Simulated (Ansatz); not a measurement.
Below is a relaxed structure of Li. The cell was found from a structure generator's guess, not taken from experiment.

The calculation used DFT PBE, scalar-relativistic, plane waves, PAW in Ansatz. Cutoff 420 eV, Γ-centred mesh, Gaussian smearing, no spin polarisation.

```
Li
1.0
    -1.64726    1.64726    1.86488
     1.64726   -1.64726    1.86488
     1.64726    1.64726   -1.86488
Li
1
Cartesian
  0.0000 0.0000 0.0000
```

Energies count from the standard state of Li at the same level.

Question: Find its symmetry and describe it.

Answer: I4/mmm (No. 139). Conventional cell: a = 3.295 Å, c = 3.730 Å. Around Li lie 8 Li at 2.98 Å, 4 Li at 3.29 Å and 2 Li at 3.73 Å.

Question: How far does it lie from the standard state of Li?

Answer: 0.00 eV/atom. It is level with the standard state within the noise.

Question: Is it a metal?

Answer: Yes, bands cross the Fermi level on the 24×24×24 mesh.

The last run used a 24×24×24 mesh for its 1-atom cell and Gaussian smearing of 0.10 eV. For metals, differences of a few meV/atom aren't resolved. A structure relaxed within its symmetry needn't be a true minimum.
